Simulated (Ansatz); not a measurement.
**Se: zone-centre modes**

Method: DFT PBEsol, scalar-relativistic, plane waves, PAW in Ansatz. Cutoff 420 eV, Γ-centred 6×6×6 k-points, Gaussian smearing of 0.05 eV. No spin polarisation.

The starting cell (relaxed at this level; this form isn't the usual structure):

```
Se
1.0
     5.35146    3.08967    1.52222
    -5.35146    3.08967    1.52222
     0.00000   -6.17934    1.52222
Se
6
Cartesian
  0.7243 -4.1663 2.0988
  3.2460 2.7104 2.0988
  -3.9703 1.4559 2.0988
  -0.7243 4.1663 2.4679
  -3.2460 -2.7104 2.4679
  3.9703 -1.4559 2.4679
```

Harmonic modes by finite displacements of 0.02 Å, without the LO–TO term.

(1) At this geometry, is the structure stable against these modes?

(2) List the wavenumbers in cm⁻¹.

## Answers

(1) Yes: no mode is imaginary beyond 10 cm⁻¹, and only the three translations lie near zero.

(2) 0, 0, 0, 90, 90, 92, 103, 103, 116, 116, 118, 154, 180, 184, 197, 197, 206, 206.

Cost: 1 run of about 6.8 core-minutes, on Arm Neoverse V2 (shared hosts).